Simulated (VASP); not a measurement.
Set up this calculation in VASP 6.6.1, as the native input.

| Property | Result |
| --- | --- |
| Task | single point |
| Functional | PBE |
| Potentials or basis | VASP PAW PBE potentials, release 64 (O, Ca_sv) |
| Cutoff | 520 eV |
| k mesh | 9 × 9 × 1 |
| Occupations | gaussian, width 0.05 eV |
| Spin | no spin polarisation |
| Dipole correction | yes |
| Further INCAR settings | ALGO = Fast; EDIFF = 1e-06; NBANDS = 24 |

The structure of CaO lies in POSCAR:

```
CaO
1.0
    3.4159757625      0.0000000000      0.0000000000
   -1.7079878813      2.9583217891      0.0000000000
    0.0000000000      0.0000000000     18.1836987959
O Ca
2 2
Direct
    0.3333333333      0.6666666667      0.3849601821
    0.0000000000      0.0000000000      0.5659489766
    0.6666666667      0.3333333333      0.4616533940
    0.3333333333      0.6666666667      0.6209815717
```

The cell isn't the ideal one: clean slab, lower half held.

These files were run (other wordings do the same):

INCAR

```
PREC = Accurate
ENCUT = 520
EDIFF = 1E-6
ISMEAR = 0
SIGMA = 0.05
LREAL = False
LASPH = True
NELM = 80
ALGO = Fast
ISIF = 2
LWAVE = False
LCHARG = True
LDIPOL = True
IDIPOL = 3
DIPOL = 0.5 0.5 0.508
GGA = PE
LELF = True
LVHAR = True
LVACPOTAV = True
NBANDS = 24
```

KPOINTS

```
regular mesh
0
Gamma
  9 9 1
```

Potentials or basis: VASP PAW PBE potentials, release 64 (O, Ca_sv).

Run with:

```bash
$ cat potpaw_PBE.64/O/POTCAR potpaw_PBE.64/Ca_sv/POTCAR > POTCAR
$ mpirun -np 1 vasp_std > vasp.out
```

It gave:

* Largest force: 3.252 eV/Å
* Band gap on the k mesh: none (metal or under the smearing width)
* Work function of the upper face: 3.68 eV
* Work function of the lower face: 9.41 eV

Wall time 110 s on 1 thread of Intel(R) Xeon(R) Platinum 8559C (Emerald Rapids), with other jobs on the host, peak memory 0.34 GiB.
